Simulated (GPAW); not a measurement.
# La2O3 (P321) in GPAW: single point with r2SCAN

Aim: the single point of La2O3 with r2SCAN.

Everything below comes from runs of GPAW 26.7.0. Logs are shortened: lines on timing, memory, paths and dates and some standing lists are left out, and cuts for length are marked. The log counts tension as positive stress, the text compression.

## Step 1: Starting point

The structure is trigonal, space group P321 (No. 150). Conventional cell: a = 6.370 Å, b = 6.370 Å, c = 3.290 Å, α = 90.00°, β = 90.00°, γ = 120.00°. La (site symmetry 3) is surrounded by 6 O at 2.46 to 2.47 Å. Around O (site symmetry 2) lie 4 La at 2.46 to 2.47 Å.

The cell comes from a database or a generator and needn't be the stable form of this composition.

## Step 2: Single point, r2SCAN

run.py

```python
from ase.dft.bandgap import bandgap
from ase.io import read, write
from ase.units import GPa
from gpaw import GPAW, PW

atoms = read('POSCAR')

calc = GPAW(mode=PW(650),
            xc='MGGA_X_R2SCAN+MGGA_C_R2SCAN',
            kpts={'size': (4, 4, 7), 'gamma': True},
            occupations={'name': 'fermi-dirac', 'width': 0.05},
            nbands=42,
            maxiter=120,
            txt='gpaw.txt')
atoms.calc = calc
energy = atoms.get_potential_energy()
forces = atoms.get_forces()
stress = atoms.get_stress()
calc.write('gs.gpw')
write('result.traj', atoms)
print(f'Energy: {energy:.6f} eV')
print('Forces (eV/A):')
print(forces.round(4))
print('Stress (GPa):', (stress / GPa).round(3))
print('Fermi level:', round(calc.get_fermi_level(), 4), 'eV')
print(f'Gap: {bandgap(calc)[0]:.4f} eV, direct: {bandgap(calc, direct=True)[0]:.4f} eV')
```

POSCAR

```
La2O3
1.0
    6.3702727145      0.0000000000      0.0000000000
   -3.1851363572      5.5168179998      0.0000000000
    0.0000000000      0.0000000000      3.2898942108
La O
2 3
Direct
    0.6666666667      0.3333333333      0.4981030000
    0.3333333333      0.6666666667      0.5018970000
    0.5046070000      0.0000000000      0.0000000000
    0.0000000000      0.5046070000      0.0000000000
    0.4953930000      0.4953930000      0.0000000000
```

Potentials or basis: GPAW PAW data sets (gpaw-data 1.2.1), pw.

Command:

```
OMP_NUM_THREADS=1 python run.py
```

gpaw.txt:

```text
__  _  _
 | _ |_)|_||  |
 |__||  | ||/\| - 26.7.0

Input parameters:
  mode=PW(ecut=650.0),
  kpts=MonkhorstPack(size=(4, 4, 7), gamma=True),
  maxiter=120,
  nbands=42,
  occupations=Occupations(name='fermi-dirac', width=0.05),
  xc=XC(name='MGGA_X_R2SCAN+MGGA_C_R2SCAN')

Diagonalizing LCAO Hamiltonian
Converting LCAO to pw mode

              La
                    La
         O       O

                   O

Atoms  # Å, Bohr magnetons
|   | symbol |         x |        y |        z |    initial magnetic moments |
|---|--------|-----------|----------|----------|-----------------------------|
| 0 |     La |  3.185136 | 1.838939 | 1.638706 | ( 0.0000,  0.0000,  0.0000) |
| 1 |     La | -0.000000 | 3.677879 | 1.651188 | ( 0.0000,  0.0000,  0.0000) |
| 2 |      O |  3.214484 | 0.000000 | 0.000000 | ( 0.0000,  0.0000,  0.0000) |
| 3 |      O | -1.607242 | 2.783825 | 0.000000 | ( 0.0000,  0.0000,  0.0000) |
| 4 |      O |  1.577894 | 2.732993 | 0.000000 | ( 0.0000,  0.0000,  0.0000) |

Unit cell  # Å
| periodic |         x |        y |        z |  lengths |     angles |
|----------|-----------|----------|----------|----------|------------|
|      yes |  6.370273 | 0.000000 | 0.000000 | 6.370273 |  90.000000 |
|      yes | -3.185136 | 5.516818 | 0.000000 | 6.370273 |  90.000000 |
|      yes |  0.000000 | 0.000000 | 3.289894 | 3.289894 | 120.000000 |

Number of symmetries: 6
Symmetry operations  # r_c * U_cc + t_c -> r_c
|   | kind |            matrix            |
|---|------|------------------------------|
| 0 |  E   |  1, 0, 0,  0, 1, 0,  0, 0, 1 |
| 1 |  C2  |  1, 0, 0, -1,-1, 0,  0, 0,-1 |
| 2 |  C2  |  0, 1, 0,  1, 0, 0,  0, 0,-1 |
| 3 |  C3  |  0, 1, 0, -1,-1, 0,  0, 0, 1 |
| 4 |  C3  | -1,-1, 0,  1, 0, 0,  0, 0, 1 |
| 5 |  C2  | -1,-1, 0,  0, 1, 0,  0, 0,-1 |

BZ-sampling:
  Number of BZ points: 112
  Number of IBZ points: 19

  Monkhorst-Pack size: [4, 4, 7]
  Monkhorst-Pack shift: [0.125, 0.125, 0.0]

K-points  # in reciprocal-cell coordinates
|     |                                coordinates |     weight |
|-----|--------------------------------------------|------------|
|   0 | (  0.00000000,   0.00000000,   0.00000000) | 0.00892857 |
|   1 | (  0.00000000,   0.00000000,   0.14285714) | 0.01785714 |
|   2 | (  0.00000000,   0.00000000,   0.28571429) | 0.01785714 |
|   3 | (  0.00000000,   0.00000000,   0.42857143) | 0.01785714 |
|   4 | (  0.25000000,   0.00000000,  -0.42857143) | 0.05357143 |
|   5 | (  0.25000000,   0.00000000,  -0.28571429) | 0.05357143 |
|   6 | (  0.25000000,   0.00000000,  -0.14285714) | 0.05357143 |
|   7 | (  0.25000000,   0.00000000,   0.00000000) | 0.05357143 |
|   8 | (  0.25000000,   0.00000000,   0.14285714) | 0.05357143 |
|   9 | (  0.25000000,   0.00000000,   0.28571429) | 0.05357143 |
| ... |                                            |            |
|  18 | (  0.50000000,   0.50000000,   0.42857143) | 0.05357143 |

Plane wave coefficients: 4372
Cutoff: 650.0 eV

Spin-components: 1 (collinear spins)
Bands:           42
Projectors:      31
Spin-degeneracy: 2
Datatype:        complex128

Parallelization:
  kpt:    1
  domain: 1
  band:   1

Density:
  Valence electrons: 40.0
  Components: 1
  Grid points: [40 40 20]
  Charge: 0.0  # |e|

Potential:
  Grid points: [40 40 20]

species:
  La:
    name:    Lanthanum
    Z:       57.0
    valence: 11
    core:    46
    charge:  0.0  # [|e|]
    compensation charges:
      type: gauss
      rc: 0.35  # [Å]
      lmax: 2
    cutoffs:
      filter: 1.17  # [Å]
      core: 2.19  # [Å]
    projectors
    | kind |    occ | energy [eV] | rcut [Å] |
    |------|--------|-------------|----------|
    |   5s |  2.000 |     -38.923 |    1.164 |
    |   6s |  2.000 |      -3.679 |    1.164 |
    |   5p |  6.000 |     -22.400 |    1.164 |
    |   6p |  0.000 |      -1.352 |    1.164 |
    |   5d |  1.000 |      -3.090 |    1.164 |
    |   4f |  0.000 |      -4.340 |    1.164 |
    |    d |        |      24.122 |    1.164 |
    |    f |        |      22.872 |    1.164 |

    Using partial waves for La as LCAO basis

  O:
    name:    Oxygen
    Z:       8.0
    valence: 6
    core:    2
    charge:  0.0  # [|e|]
    compensation charges:
      type: gauss
      rc: 0.21  # [Å]
      lmax: 2
    cutoffs:
      filter: 1.17  # [Å]
      core: 0.83  # [Å]
    projectors
    | kind |    occ | energy [eV] | rcut [Å] |
    |------|--------|-------------|----------|
    |   2s |  2.000 |     -23.961 |    0.688 |
    |   2p |  4.000 |      -9.029 |    0.598 |
    |    s |        |       3.251 |    0.688 |
    |    p |        |      18.182 |    0.598 |
    |    d |        |       0.000 |    0.619 |

    Using partial waves for O as LCAO basis

Reference energy: -468348.802346  # eV

eigensolver:
  PPCG
  Converge bands: occupied
  niter=2

density mixing:
  MSR1-Mixer
  Pratt-step length: 0.05
  Maximum mixing coefficient: 0.75
  Old densities: 10
  SVD Regularization: 0.005
  Good broyden scale: 1.0
  Trust region scale: 1.0
  Backstep threshold: 4.0
  History deletion threshold: 6.0
  Fourier metric: weight=20.0, sigma=0.015

occupation numbers:
  Fermi-Dirac:
    width: 0.0500  # eV

poisson solver:
  ecut: 5200.0  # eV

xc functional:
  name: MGGA_X_R2SCAN+MGGA_C_R2SCAN with 2 nearest neighbor stencil

convergence criteria:
- Maximum [total energy] change in last 3 cyles: 0.0005 eV / valence electron
- Maximum integral of absolute [dens]ity change: 0.0001 electrons / valence electron
- Maximum integral of absolute [eigenst]ate change: 4e-08 eV^2 / valence electron
maximum number of iterations: 120

SCF iterations
|iter     | |      energy | eigst |  dens |
|---------|-|-------------|-------|-------|
|iter:   1| |  -97.416817 | +0.38 |       |
|iter:   2| |  -78.361530 | -0.78 | -0.82 |
|iter:   3| |  -77.342465 | +0.82 | -0.85 |
|iter:   4| |  -74.604304 | +0.41 | -0.93 |
|iter:   5| |  -74.529109 | -1.37 | -1.50 |
|iter:   6| |  -74.519116 | -2.10 | -2.17 |
|iter:   7| |  -74.519717c| -3.41 | -2.70 |
|iter:   8| |  -74.519787c| -4.81 | -3.16 |
|iter:   9| |  -74.519794c| -5.85 | -3.84 |
|iter:  10| |  -74.519794c| -6.86 | -4.41c|
|iter:  11| |  -74.519794c| -7.90c| -5.13c|

Converged in 11 steps
Energy contributions relative to reference atoms: (reference = -468348.802346)

Energy contributions:
  Kinetic:          24.925889
  Coulomb:         -22.679799
  Zero:             -1.626373
  External:          0.000000
  Xc:              -75.139510
  Entropy:          -0.000000
  Spinorbit:         0.000000
  ----------------------------
  Free energy:     -74.519794
  Extrapolated:    -74.519794

dipole moment: (-8.955065, -15.510628, -27.748769)  # |e|*Ang

Fermi level: 5.261
Eigenvalues  # (at kpt = [0.000, 0.000, 0.000])
| band index |      eig [eV] | occ [0-2] |
|------------|---------------|-----------|
|          0 |       -27.132 |     2.000 |
|        ... |               |           |
|         12 |         2.234 |     2.000 |
|         13 |         2.234 |     2.000 |
|         14 |         2.444 |     2.000 |
|         15 |         2.444 |     2.000 |
|         16 |         3.361 |     2.000 |
|         17 |         3.362 |     2.000 |
[... 8 lines left out ...]
|         26 |         9.746 |     0.000 |
|         27 |         9.746 |     0.000 |
|        ... |               |           |
|         41 |        12.558 |     0.000 |

Gap: 2.082 eV
Transition (v -> c):
  (s=0, k=3, n=19, [0.00, 0.00, 0.43]) -> (s=0, k=0, n=20, [0.00, 0.00, 0.00])
Direct/indirect transitions are different
Direct gap: 2.433 eV
Transition at: (s=0, k=0, n=19, [0.00, 0.00, 0.00])

Forces  # eV/Ang
|        x |        y |        z |
|----------|----------|----------|
|  0.00000 |  0.00000 |  0.01460 |  # La   0
| -0.00000 | -0.00000 | -0.01460 |  # La   1
| -0.04255 |  0.00000 |  0.00000 |  # O    2
|  0.02127 | -0.03685 |  0.00000 |  # O    3
|  0.02127 |  0.03685 |  0.00000 |  # O    4

Stress tensor  # eV/Ang^3
|         x |         y |        z |
|-----------|-----------|----------|
|  0.009566 | -0.000000 | 0.000000 |
| -0.000000 |  0.009566 | 0.000000 |
|  0.000000 |  0.000000 | 0.012288 |

# Writing to gs.gpw (mode='')
```

It took 3 min on 1 thread of Arm Neoverse V2, shared host; peak memory 1.1 GiB.

Results:

| Property | Result |
| --- | --- |
| Free energy | -74.5198 eV |
| Pressure | -1.7 GPa |
| Largest force | 0.043 eV/Å |
| Band gap on the k mesh | 2.08 eV, indirect (least direct gap 2.43 eV) |

Forces on the atoms (eV/Å):
```
La   0.000  0.000  0.015
La   0.000  0.000 -0.015
O   -0.043  0.000  0.000
O    0.021 -0.037  0.000
O    0.021  0.037  0.000
```

Caveat: the cutoff is short for stress and forces, so pressures can be off by a GPa or more; one-centre terms of the f shell are cut off; the PAW data sets were made with another functional, which shifts forces and pressure a little; spin-orbit coupling is left out, which moves the levels of the heavy elements; an odd mesh through Γ misses points on the zone boundary, where band edges often lie. r2SCAN opens gaps a little over a GGA but as a rule still falls short of measured ones.
